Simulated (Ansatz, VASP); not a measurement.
# One calculation of KBr, two programs

```xyz
2
Lattice="4.0435 0.0000 0.0000 0.0000 4.0435 0.0000 0.0000 0.0000 4.0435" Properties=species:S:1:pos:R:3 pbc="T T T"
Br    2.0217    2.0217    2.0217
K     0.0000    0.0000    0.0000
```

Alike in both runs: task single point; functional PBE; k mesh 7 × 7 × 7; occupations fermi-dirac, width 0.05 eV; no spin polarisation.

|  | VASP | Ansatz |
| --- | --- | --- |
| version | VASP 6.6.1 | Ansatz 0.2.0 |
| potentials or method | VASP PAW PBE potentials, release 64 (Br, K_sv), cutoff 520 eV | all-electron LAPW, scalar-relativistic |

|  | VASP | Ansatz | Ansatz less VASP |
| --- | --- | --- | --- |
| gap on the k mesh at the Fermi level (eV) | 3.89 | 3.89 | +0.002 |
| least direct gap on the mesh (eV) | 4.12 | 4.12 | +0.002 |
| pressure (GPa) | -0.1 | -0.1 | 0.00 |

Ansatz ran all-electron here, so the differences hold the error of VASP's frozen core and of both bases.

Caveats: an odd mesh through Γ misses points on the zone boundary, where band edges often lie. Expect the measured gap to be larger: semilocal functionals such as PBE lack the derivative discontinuity.
